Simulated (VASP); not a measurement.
Runs of VASP 6.6.1 on CaSe. It takes space group Fm-3m (No. 225, cubic). The conventional cell has a = 5.877 Å, b = 5.877 Å, c = 5.877 Å, α = 90.00°, β = 90.00°, γ = 90.00°. Around Ca (site symmetry m-3m) lie 6 Se at 2.94 Å. Se (site symmetry m-3m) is surrounded by 6 Ca at 2.94 Å. 

| task | level | cell | k mesh | cutoff (eV) | grid for exact exchange (PRECFOCK) | exchange at q = 0 | share of exact exchange | screening parameter | gap on the mesh (eV) | pressure (GPa) |
| --- | --- | --- | --- | --- | --- | --- | --- | --- | --- | --- |
| relaxation of cell and atoms | PBEsol | relaxed | 8 × 8 × 8 | 600 | - | - | - | - | (b) | 0.0 |
| band structure | PBE0 | as given | 6 × 6 × 6 | 520 | Fast | truncated | - | - | 3.61 | 1.8 |
| band structure | PBE-EpsX | as given | 6 × 6 × 6 | 520 | Fast | truncated | 0.1739 | - | 3.10 | 2.0 |
| band structure | HSE06 | as given | 6 × 6 × 6 | 520 | Fast | - | - | 0.2 1/A | 2.95 | (a) |

Alike in all rows: potentials or basis VASP PAW PBE potentials, release 64 (Ca_sv, Se); no spin polarisation; smearing gaussian 0.03 eV.

Q: Estimate the missing entries.

A: (a) 1.9; (b) 1.88.

Caveats: the PAW data sets were made with another functional, which shifts forces and pressure a little; the relaxation stopped at its first step, so nothing moved (some runs).

A k mesh can miss the band edges, and the runs leave out spin-orbit coupling on Se.

Runs at the PBE level aren't shown here.
